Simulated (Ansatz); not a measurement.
Crystal: Si2Mo.

```
Mo Si
1.0
     4.58547    0.00000    0.00000
    -2.29274    3.97113    0.00000
     0.00000    0.00000    6.57976
Mo Si
3 6
Direct
  0.50000 0.50000 0.83333
  0.00000 0.50000 0.16667
  0.50000 0.00000 0.50000
  0.16387 0.32775 0.50000
  0.67225 0.83613 0.16667
  0.83613 0.16387 0.83333
  0.83613 0.67225 0.50000
  0.32775 0.16387 0.16667
  0.16387 0.83613 0.83333
```

Measurements of this composition are mostly on another form, of space group No. 139.

```yaml
Program: Ansatz 0.2.0
Task: relaxation of cell and atoms
Functional: PBEsol
Dispersion: D4
Potentials_or_basis: Ansatz PAW
Cutoff: "420 eV (not typed: the program's choice for these potentials)"
k_mesh: 7 × 7 × 4
Occupations: fermi-dirac, width 0.05 eV
Spin: no spin polarisation
```

At the start: volume 13.31 Å³/atom.

Question: How do energy, volume and symmetry change on relaxing?

Answer: It ends after 5 steps and the volume is 13.01 Å³/atom (-2.3 %); space group P6_222 (No. 180, to 0.05 Å).

The path:
```
step  energy change (eV)  largest force (eV/Å)  volume (Å³)
   1              0.0000                0.0428       119.81
   2             -0.0410                0.0426       116.28
   3             -0.0451                0.0047       117.12
   4             -0.0451                0.0015       117.08
   5             -0.0445                0.0015       117.08
```

Final structure:
```
Mo Si
1.0
     4.54835    0.00000    0.00000
    -2.27417    3.93898    0.00000
     0.00000    0.00000    6.53512
Mo Si
3 6
Direct
  0.50000 0.50000 0.83333
  0.00000 0.50000 0.16667
  0.50000 0.00000 0.50000
  0.16415 0.32831 0.50000
  0.67169 0.83585 0.16667
  0.83585 0.16415 0.83333
  0.83585 0.67169 0.50000
  0.32831 0.16415 0.16667
  0.16415 0.83585 0.83333
```

Caveat: the plane-wave basis is chosen anew once the cell has moved, so the energies of steps on either side of that aren't comparable; the PAW data sets come from PBE, with cores solved anew for the run's functional, which leaves a small shift of forces and pressure.
